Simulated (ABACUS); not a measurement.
**BN: equation of state with PBE**

**Experimental background.**

“Effect of nanostructuration on compressibility of cubic BN”, 2012, arxiv:1208.3664 quotes, for a bulk crystal of BN at 300 K: bulk modulus 395 ± 2 GPa.

BN:

```
CELL_PARAMETERS angstrom
0.00000 1.81300 1.81300
1.81300 0.00000 1.81300
1.81300 1.81300 0.00000
ATOMIC_POSITIONS crystal
N 0.25000 0.25000 0.25000
B 0.00000 0.00000 0.00000
```

The cell is a database's computed one.

```json
{
  "Program": "ABACUS 3.10.1",
  "Task": "equation of state",
  "Functional": "PBE",
  "Potentials or basis": "PseudoDojo NC SR 0.4.1 PBE standard",
  "Cutoff": "1143 eV",
  "Density cutoff": "4572 eV",
  "Basis": "plane waves",
  "k mesh": "13 × 13 × 13",
  "Occupations": "fermi-dirac, width 0.05 eV",
  "Spin": "no spin polarisation"
}
```

The equilibrium volume is 5.95 Å³/atom and the bulk modulus is 371 GPa. The pressure derivative of the bulk modulus is 3.7.

Energy against volume, from the lowest point:
| volume (Å³/atom) | energy (meV/atom) |
| --- | --- |
| 5.602 | 25.40 |
| 5.721 | 10.51 |
| 5.840 | 2.24 |
| 5.959 | 0.00 |
| 6.078 | 3.24 |
| 6.198 | 11.48 |
| 6.317 | 24.26 |

All runs of the series together: 47 s on 4 threads of Intel(R) Xeon(R) Platinum 8259CL CPU @ 2.50GHz (Skylake/Cascade Lake) (shared host).

Measured bulk modulus of BN: 395 GPa (300 K; quoted in “Effect of nanostructuration on compressibility of cubic BN”, 2012, arxiv:1208.3664). This calculation gives 371 GPa (-6.0 %). The fit is for a static lattice scaled at fixed shape and fixed fractional positions.
